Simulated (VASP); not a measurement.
# Settings for MgS: energy along a vibration (SMASS = -2)

MgS, Fm-3m (no. 225), atoms displaced along the mode, 2 atoms in the cell. PBE, energy along a line of displacements; PAW potentials S, Mg (PBE set). VASP 6.6.1.

Wanted: harmonic frequency within 1 %.

Space group without the displacement: Fm-3m (no. 225); Mode: optical mode at Gamma along [111].

POSCAR of the starting run:
```
MgS
1.0
    0.0000000000      2.6016500000      2.6016500000
    2.6016500000      0.0000000000      2.6016500000
    2.6016500000      2.6016500000      0.0000000000
S Mg
1 1
Direct
    0.4961723113      0.4961723113      0.4961723113
    0.0050489899      0.0050489899      0.0050489899

    0.0049791531   0.0049791531   0.0049791531
   -0.0065678523  -0.0065678523  -0.0065678523
```

The series start from k mesh: 5 × 5 × 5; Cutoff (eV): 340; Step along the mode (Å): 0.02; Precision and projection: Accurate, reciprocal space. Each series keeps the choices made before it, and each single choice may use up half of a tolerance.

## k mesh

| k mesh | Harmonic frequency (THz) | Time (s) |
|---|---|---|
| 3 × 3 × 3 | 6.776 | 24 |
| 4 × 4 × 4 | 6.953 | 28 |
| 5 × 5 × 5 | 7.001 | 50 |
| 6 × 6 × 6 | 7.015 | 60 |
| 8 × 8 × 8 (reference) | 7.021 | 103 |

## Cutoff (eV)

| Cutoff (eV) | Harmonic frequency (THz) | Time (s) |
|---|---|---|
| 190 | 7.053 | 28 |
| 230 | 7.127 | 28 |
| 260 | 7.014 | 34 |
| 300 | 6.987 | 31 |
| 340 | 7.001 | 50 |
| 390 (reference) | 7.002 | 46 |

## Precision and projection

| Precision and projection | Harmonic frequency (THz) | Time (s) |
|---|---|---|
| Accurate, reciprocal space | 7.015 | 40 |
| Normal, reciprocal space | 7.012 | 18 |
| Normal, Auto | 7.012 | 25 |

## Question

The rows run from the loosest to the tightest (no order: precision and projection). For each series: choose the loosest value from which every tighter one stays within half of the tolerance; where there is no order, keep the first row unless others stay within half of the tolerance and take at least 30 % less time, and then take the fastest.

## Answer

- k mesh: 5 × 5 × 5
- Cutoff (eV): 260
- Precision and projection: Normal, reciprocal space

Also changed on the way, by series that aren't shown: Step along the mode (Å): 0.08.

## All choices together

| Input | Harmonic frequency (THz) | Time (s) |
|---|---|---|
| defaults on a coarse mesh (naive) | 6.791 | 3.5 |
| chosen settings | 7.012 | 18 |
| reference settings throughout | 7.022 | 80 |

The tolerance is met.

## The input

INCAR:
```
SYSTEM = MgS
GGA      = PE             ! functional
PREC     = Normal         ! precision mode
ENCUT    = 260            ! plane-wave cutoff, eV
EDIFF    = 1E-7           ! SCF threshold, eV
ALGO     = Normal         ! electronic algorithm
LREAL    = .FALSE.        ! projectors in reciprocal space
LASPH    = .TRUE.         ! aspherical terms in the spheres
ISMEAR   = 0              ! smearing method
SIGMA    = 0.03           ! smearing width, eV
ISYM     = 0            
LWAVE    = .FALSE.        ! write WAVECAR
LCHARG   = .FALSE.        ! write CHGCAR
IBRION   = 0              ! ionic algorithm
SMASS    = -2           
POTIM    = 1              ! step
NSW      = 9              ! ionic steps
NELMIN   = 4            
IWAVPR   = 11           
KPAR     = 2             
```

KPOINTS:
```
Automatic mesh
0
Gamma
  5 5 5
  0 0 0
```

POSCAR:
```
MgS
1.0
    0.0000000000      2.6016500000      2.6016500000
    2.6016500000      0.0000000000      2.6016500000
    2.6016500000      2.6016500000      0.0000000000
S Mg
1 1
Direct
    0.4846892453      0.4846892453      0.4846892453
    0.0201959595      0.0201959595      0.0201959595

    0.0199166125   0.0199166125   0.0199166125
   -0.0262714090  -0.0262714090  -0.0262714090
```

Commands:
```
cat potpaw_PBE.64/S/POTCAR potpaw_PBE.64/Mg/POTCAR > POTCAR
mpirun -np 2 vasp_std > vasp.out
```

The chosen input took VASP 6.6.1 18 s on 2 cores (Intel Xeon Platinum 8259CL @ 2.50GHz (Skylake/Cascade Lake)), a shared host.

## An input that fails: electronic threshold far too loose

It runs to its end, but against the unchanged starting input it is off by 2.4 % in the harmonic frequency.

Changes against the starting input:
```
- EDIFF = 1e-07
- NELMIN = 4
+ EDIFF = 0.1
```
